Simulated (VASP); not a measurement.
Here is a VASP 6.6.1 calculation.

INCAR

```
SYSTEM = GaN
  PREC = Accurate
  ENCUT = 520
  EDIFF = 1E-6
  ISMEAR = 0
  SIGMA = 0.02
  LREAL = .FALSE.
  LASPH = .TRUE.
  NELM = 100
  ALGO = Fast
  ISIF = 2
  LWAVE = .FALSE.
  LCHARG = .TRUE.
  GGA = PE
  LELF = .TRUE.
  LVHAR = .TRUE.
  NBANDS = 16
```

KPOINTS

```
Automatic mesh
0
G
  10 10 10
  0 0 0
```

Contents of POSCAR:

```
GaN
1.0
    0.0000000000      2.1678675844      2.1678675844
    2.1678675844      0.0000000000      2.1678675844
    2.1678675844      2.1678675844      0.0000000000
Ga N
1 1
Direct
    0.0000000000      0.0000000000      0.0000000000
    0.7500000000      0.7500000000      0.7500000000
```

Potentials or basis: VASP PAW PBE potentials, release 64 (Ga_d, N).

Launch:

```console
$ cat potpaw_PBE.64/Ga_d/POTCAR potpaw_PBE.64/N/POTCAR > POTCAR
$ mpirun -np 1 vasp_std > vasp.out
```

Question: Estimate the band gap on the k mesh.

Answer: 2.47 eV, direct.

Question: What does it give for the pressure?

Answer: 33.6 GPa.

Caveat: so large a pressure means that the cell lies far from this level's equilibrium, or that cutoff or potentials fall short.
